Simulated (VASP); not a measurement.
# KF (Carobbiite) (Fm-3m) in VASP: further runs, part 2 of 2

VASP 6.6.1. Earlier steps stand in the parts before.

### 4 Dielectric tensor, LDA

This run uses another cell than the first one, of 17.93 Å³/atom, 1.039 times its volume.

Contents of INCAR:

```
ALGO = Fast ; EDIFF = 1E-8
ENCUT = 600 ; ISIF = 2
ISMEAR = 0 ; LASPH = True
LCHARG = False ; LEPSILON = True
LREAL = False ; LWAVE = False
NELM = 80 ; PREC = Accurate
SIGMA = 0.03
```

Contents of KPOINTS:

```
k-points
0
Monkhorst-Pack
  14 14 14
```

Contents of POSCAR:

```
KF                                      
1.0
   -0.0000000000      2.6173129796      2.6173129796
    2.6173129796      0.0000000000      2.6173129796
    2.6173129796      2.6173129796      0.0000000000
  K               F             
     1     1
Direct
     0.0000000000000000    0.0000000000000000    1.0000000000000000
     0.5000000000000000    0.5000000000000000    0.5000000000000000
```

Potentials or basis: VASP PAW LDA potentials, release 64 (K_sv, F).

Started as:

```
> cat potpaw_LDA.64/K_sv/POTCAR potpaw_LDA.64/F/POTCAR > POTCAR
> mpirun -np 1 vasp_std > vasp.out
```

OUTCAR:

```text
EDIFF = 1E-8
   ENCUT = 600
   ISIF = 2
   ISMEAR = 0
   LASPH = True
   LEPSILON = True
   LREAL = False
   NELM = 80
   PREC = Accurate

 ion  position               nearest neighbor table
   1  0.000  0.000  0.000-   2 2.62   2 2.62   2 2.62   2 2.62   2 2.62   2 2.62
   2  0.500  0.500  0.500-   1 2.62   1 2.62   1 2.62   1 2.62   1 2.62   1 2.62

  LATTYP: Found a face centered cubic cell.
 ALAT       =     5.2346259592

  Lattice vectors:

 A1 = (   0.0000000000,   2.6173129796,   2.6173129796)
 A2 = (   2.6173129796,   0.0000000000,   2.6173129796)
 A3 = (   2.6173129796,   2.6173129796,   0.0000000000)

Analysis of symmetry for initial positions (statically):
=====================================================================
 Subroutine PRICEL returns:
 Original cell was already a primitive cell.

 Routine SETGRP: Setting up the symmetry group for a
 face centered cubic supercell.

 Subroutine GETGRP returns: Found 48 space group operations
 (whereof 48 operations were pure point group operations)
 out of a pool of 48 trial point group operations.

The static configuration has the point symmetry O_h .

Analysis of symmetry for dynamics (positions and initial velocities):
=====================================================================
 Subroutine PRICEL returns:
 Original cell was already a primitive cell.

 Routine SETGRP: Setting up the symmetry group for a
 face centered cubic supercell.

 Subroutine GETGRP returns: Found 48 space group operations
 (whereof 48 operations were pure point group operations)
 out of a pool of 48 trial point group operations.

The dynamic configuration has the point symmetry O_h .

 Subroutine INISYM returns: Found 48 space group operations
 (whereof 48 operations are pure point group operations),
 and found     1 'primitive' translations

----------------------------------------------------------------------------------------

                                     Primitive cell

  volume of cell :      35.8589

  direct lattice vectors                    reciprocal lattice vectors
     0.000000000  2.617312980  2.617312980    -0.191035617  0.191035617  0.191035617
     2.617312980  0.000000000  2.617312980     0.191035617 -0.191035617  0.191035617
     2.617312980  2.617312980  0.000000000     0.191035617  0.191035617 -0.191035617

  length of vectors
     3.701439513  3.701439513  3.701439513     0.330883395  0.330883395  0.330883395

  position of ions in fractional coordinates (direct lattice)
     0.000000000  0.000000000  0.000000000
     0.500000000  0.500000000  0.500000000

  ion indices of the primitive-cell ions
   primitive index   ion index
                 1           1
                 2           2
[... 470 lines left out ...]
      1     -28.4352      2.00000
      2     -21.3965      2.00000
      3     -12.1741      2.00000
      4     -12.0421      2.00000
      5     -11.9656      2.00000
      6      -3.7136      2.00000
      7      -3.3808      2.00000
      8      -3.2444      2.00000
      9       5.2550      0.00000
     10       6.7756      0.00000
     11       8.7088      0.00000
     12       8.8525      0.00000

 [... further k-points ...]

  FORCE on cell =-STRESS in cart. coord.  units (eV):
  Direction    XX          YY          ZZ          XY          YZ          ZX
  --------------------------------------------------------------------------------------
  -------------------------------------------------------------------------------------
  Total       -0.3415493     -0.3415493     -0.3415493     -0.0000000      0.0000000      0.0000000
  in kB      -15.2604391    -15.2604391    -15.2604391     -0.0000000      0.0000000      0.0000000
  external PRESSURE =     -15.2604391 kB  Pullay stress =       0.0000000 kB

 VOLUME and BASIS-vectors are now :
 -----------------------------------------------------------------------------
  energy-cutoff  :      600.00
  volume of cell :       35.86
      direct lattice vectors                 reciprocal lattice vectors
     0.000000000  2.617312980  2.617312980    -0.191035617  0.191035617  0.191035617
     2.617312980  0.000000000  2.617312980     0.191035617 -0.191035617  0.191035617
     2.617312980  2.617312980  0.000000000     0.191035617  0.191035617 -0.191035617

 POSITION                                       TOTAL-FORCE (eV/Angst)
 -----------------------------------------------------------------------------------
      0.00000      0.00000      0.00000         0.000000     -0.000000     -0.000000
      2.61731      2.61731      2.61731        -0.000000      0.000000      0.000000
 -----------------------------------------------------------------------------------
    total drift:                                0.000000      0.000000      0.000000

  FREE ENERGIE OF THE ION-ELECTRON SYSTEM (eV)
  ---------------------------------------------------
  free  energy   TOTEN  =        -9.0691049692 eV

  energy  without entropy=       -9.0691049692  energy(sigma->0) =       -9.06910497

 HEAD OF MICROSCOPIC STATIC DIELECTRIC TENSOR (INDEPENDENT PARTICLE, excluding Hartree and local field effects)
 ------------------------------------------------------
           2.215017    -0.000000     0.000000
           0.000000     2.215017    -0.000000
          -0.000000     0.000000     2.215017
 ------------------------------------------------------

 Free energy of the ion-electron system (eV)
  ---------------------------------------------------
  ---------------------------------------------------
  free energy    TOTEN  =        -0.11371135 eV

  energy without entropy =       -0.11371135

------------------------ aborting loop because EDIFF is reached ----------------------------------------

--------------------------------------- Ionic step        2  -------------------------------------------

------------------------ aborting loop because EDIFF is reached ----------------------------------------

--------------------------------------- Ionic step        3  -------------------------------------------

 Free energy of the ion-electron system (eV)
  ---------------------------------------------------
  ---------------------------------------------------
  free energy    TOTEN  =        -0.11371136 eV

  energy without entropy =       -0.11371136

------------------------ aborting loop because EDIFF is reached ----------------------------------------

 PIEZOELECTRIC TENSOR FIELD DIRECTION 3  (e Angst)
 -----------------------------------------------------------------------------
    -0.00006  0.00000  0.00000           ( -0.00000  0.00000  0.00000)
     0.00000 -0.00006  0.00000           (  0.00000 -0.00000  0.00000)
    -0.00000  0.00000 -0.00014           (  0.00000  0.00000 -0.00001)

 PIEZOELECTRIC TENSOR FIELD DIRECTION 3  (C/m^2)
 -----------------------------------------------------------------------------
    -0.00003  0.00000  0.00000
     0.00000 -0.00003  0.00000
    -0.00000  0.00000 -0.00006

 MACROSCOPIC STATIC DIELECTRIC TENSOR (including local field effects in DFT)
 ------------------------------------------------------
           2.066274    -0.000000     0.000000
           0.000000     2.066274     0.000000
          -0.000000     0.000000     2.066274
 ------------------------------------------------------

 PIEZOELECTRIC TENSOR (including local field effects)  for field in x, y, z        (e  Angst)
          XX          YY          ZZ          XY          YZ          ZX
  --------------------------------------------------------------------------------
  x     0.00000     0.00000     0.00000     0.00000     0.00000     0.00000
  y     0.00000     0.00000     0.00000     0.00000     0.00000     0.00000
  z     0.00000     0.00000     0.00000     0.00000     0.00000     0.00000

 PIEZOELECTRIC TENSOR (including local field effects)  for field in x, y, z        (C/m^2)
          XX          YY          ZZ          XY          YZ          ZX
  --------------------------------------------------------------------------------
  x     0.00000     0.00000     0.00000     0.00000     0.00000     0.00000
  y     0.00000     0.00000     0.00000     0.00000     0.00000     0.00000
  z     0.00000     0.00000     0.00000     0.00000     0.00000     0.00000

 BORN EFFECTIVE CHARGES (including local field effects) (in |e|, cummulative output)
 ---------------------------------------------------------------------------------
 ion    1
    1     1.14312     0.00000     0.00000
    2     0.00000     1.14312     0.00000
    3     0.00000     0.00000     1.14312
 ion    2
    1    -1.14312     0.00000     0.00000
    2     0.00000    -1.14312     0.00000
    3     0.00000     0.00000    -1.14312
```

stdout:

```text
[... 63 lines left out ...]
 num prob  num prob  num prob  num prob  num prob  num prob  num prob  num prob  num prob  num prob  num prob  num prob  num prob  num prob  num prob  num prob  num prob  num prob  num prob  num prob  num prob  num prob  num prob  num prob  num prob  num prob  num prob  num prob  num prob  num prob  num prob  num prob  num prob  num prob  num prob  num prob  num prob  num prob  num prob  num prob  num prob  num prob  num prob  num prob  num prob  num prob  num prob  num prob  num prob  num prob  num prob  num prob  num prob  num prob  num prob  num prob  num prob  num prob  num prob  num prob  num prob  num prob  num prob  num prob  num prob  num prob  num prob  num prob  num prob  num prob  num prob  num prob  num prob  num prob  num prob  num prob  num prob  num prob  num prob  num prob  num prob  num prob  num prob  num prob  num prob  num prob  num prob  num prob  num prob  num prob  num p
```

Run time: 31 min. Hardware: 1 thread of Intel Xeon 6975P-C (Granite Rapids), shared host; peak memory 1 GiB.

Results:

```
Electronic dielectric tensor (diagonal) : 2.07
Born charges (mean of the diagonal)     : K +1.14; F -1.14 e
```

Levels at points of the mesh, in eV from the valence-band top:
```tsv
k point	band 4	band 5	band 6	band 7	band 8	band 9	band 10	band 11	band 12
(0.04, 0.04, 0.04)	-8.89	-8.89	-0.01	0.00	0.00	6.16	10.65	10.70	10.70
```

Electronic dielectric tensor:
```
2.07 0.00 0.00
0.00 2.07 0.00
0.00 0.00 2.07
```

Born effective charge tensors (e):
atom 1, K
```
1.14 0.00 0.00
0.00 1.14 0.00
0.00 0.00 1.14
```
atom 2, F
```
-1.14  0.00  0.00
 0.00 -1.14  0.00
 0.00  0.00 -1.14
```
